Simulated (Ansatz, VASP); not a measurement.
# NiO: VASP beside Ansatz

```
Ni O
1.0
     0.00000    2.08590    2.08590
     2.08590    0.00000    2.08590
     2.08590    2.08590    0.00000
Ni O
1 1
Direct
  0.00000 0.00000 0.00000
  0.50000 0.50000 0.50000
```

Alike in both runs: task single point; functional PBE; k mesh 11 × 11 × 11; occupations gaussian, width 0.023 eV; collinear spin, ferromagnetic start.

|  | VASP | Ansatz |
| --- | --- | --- |
| version | VASP 6.6.1 | Ansatz 0.2.0 |
| potentials or method | VASP PAW PBE potentials, release 64 (Ni, O) | Ansatz PAW |
| plane-wave cutoff (eV) | 520 | 420 |
| valence electrons in the cell | 16 | 24 |

|  | VASP | Ansatz | Ansatz less VASP |
| --- | --- | --- | --- |
| gap on the k mesh at the Fermi level (eV) | none | none | - |
| pressure (GPa) | 6.0 | 6.3 | +0.37 |
| net moment per atom (μB) | 0.89 | 0.90 | +0.011 |
| size of the moment on the site where the two differ most (μB) | 0.27 | 0.29 | +0.019 |

Site moments also hang on the region over which each program counts them. A gap of «none» marks a metal or a gap that the smearing closes. The functional is the same, so the differences come from potentials, cutoffs and numerics. The two sets of potentials don't hold the same shells in valence.

Caveats: a cell with one magnetic atom can't hold antiferromagnetic order, which such compounds often take; semilocal functionals often make such compounds metallic where correlation or magnetic order opens a gap, which also shifts bond lengths; the pressure holds a Pulay correction of +0.7 GPa for the finite cutoff (Ansatz). With open d or f shells a metallic result of PBE can be an artefact of self-interaction; +U or a hybrid may open a gap.
